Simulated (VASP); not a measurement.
Runs of VASP 6.6.1 on Br. Symmetry: Pm-3m, No. 221, cubic system. The conventional cell has a = 4.598 Å, b = 4.598 Å, c = 4.598 Å, α = 90.00°, β = 90.00°, γ = 90.00°. Br (site symmetry 4/mmm) is surrounded by 8 Br at 3.25 Å. 

```tsv
smearing	gap on the mesh (eV)	pressure (GPa)
fermi-dirac 0.25 eV	none	-0.5
fermi-dirac 0.15 eV	none	-1.0
fermi-dirac 0.05 eV	none	(a)
fermi-dirac 0.1 eV	none	-1.3
```

Alike in all rows: task single point; level r2SCAN+D4; potentials or basis VASP PAW PBE potentials, release 64 (Br); no spin polarisation; cell as given; k mesh 5 × 5 × 5; cutoff (eV) 520.

Task: Fill in the values left out.

Result: (a) -1.5.

Caveats: the PAW data sets were made with another functional, which shifts forces and pressure a little; an odd number of electrons without spin polarisation forces a metal; a magnetic or distorted state may lie lower; pairwise dispersion overbinds metals, which lowers pressure and volume.

A k mesh can miss the band edges, and the runs leave out spin-orbit coupling on Br.

A gap of «none» marks a metal or a gap under the smearing width.
